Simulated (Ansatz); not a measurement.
La2O3:

```xyz
5
Lattice="3.9308 0.0000 0.0000 -1.9654 3.4042 0.0000 0.0000 0.0000 6.1120" Properties=species:S:1:pos:R:3 pbc="T T T"
La    0.0000    2.2694    1.5050
La    1.9654    1.1347    4.6070
O     0.0000    0.0000    0.0000
O     0.0000    2.2694    3.9477
O     1.9654    1.1347    2.1643
```

The cell is a database's computed one.

- Program: Ansatz 0.2.0
- Task: relaxation of cell and atoms
- Functional: LDA
- Potentials or basis: Ansatz PAW
- Cutoff: 420 eV (not typed: the program's choice for these potentials)
- k mesh: 8 × 8 × 5
- Occupations: fermi-dirac, width 0.05 eV
- Spin: no spin polarisation

At the start: volume 16.36 Å³/atom.

Q: Where does the relaxation end?

A: It ends after 7 steps and the volume is 15.54 Å³/atom (-5.0 %); space group P-3m1 (No. 164, to 0.05 Å).

Step by step:
| step | energy change (eV) | largest force (eV/Å) | volume (Å³) |
| --- | --- | --- | --- |
| 1 | 0.0000 | 0.1700 | 81.78 |
| 2 | -0.0893 | 0.0491 | 78.27 |
| 3 | -0.0919 | 0.0250 | 77.85 |
| 4 | -0.0921 | 0.0056 | 77.86 |
| 5 | -0.0803 | 0.0057 | 77.86 |
| 6 | -0.0811 | 0.0015 | 77.70 |
| 7 | -0.0805 | 0.0015 | 77.70 |

Final structure:
```
La O
1.0
     3.88263    0.00000    0.00000
    -1.94132    3.36246    0.00000
     0.00000    0.00000    5.95172
La O
2 3
Direct
  0.33333 0.66667 0.24400
  0.66667 0.33333 0.75600
  0.00000 0.00000 0.00000
  0.33333 0.66667 0.64652
  0.66667 0.33333 0.35348
```

Caveat: the plane-wave basis is chosen anew once the cell has moved, so the energies of steps on either side of that aren't comparable; the pressure holds a Pulay correction of +0.6 GPa for the finite cutoff; the PAW data sets come from PBE, with cores solved anew for the run's functional, which leaves a small shift of forces and pressure.
